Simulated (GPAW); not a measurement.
HfN:

```xyz
2
Lattice="0.0000 2.4548 2.4548 2.4548 0.0000 2.4548 2.4548 2.4548 0.0000" Properties=species:S:1:pos:R:3 pbc="T T T"
Hf    0.0000    0.0000    0.0000
N     1.2274    1.2274    1.2274
```

The cell comes from a database or a generator and needn't be the stable form of this composition.

Base run:

- Program: GPAW 26.7.0
- Functional: TPSS
- Potentials or basis: GPAW PAW data sets (gpaw-data 1.2.1)
- Cutoff: 800 eV
- Basis: pw
- k mesh: 9 × 9 × 9
- Occupations: fermi-dirac, width 0.05 eV
- Spin: no spin polarisation

Its results: band gap on the k mesh none (metal or under the smearing width); pressure 0.9 GPa.

Q: The run is repeated on the same cell with these changes: functional from TPSS to r2SCAN. What comes out?

A: Band gap on the k mesh none (metal or under the smearing width); pressure -1.8 GPa.

Caveats: the PAW data sets were made with another functional, which shifts forces and pressure a little.
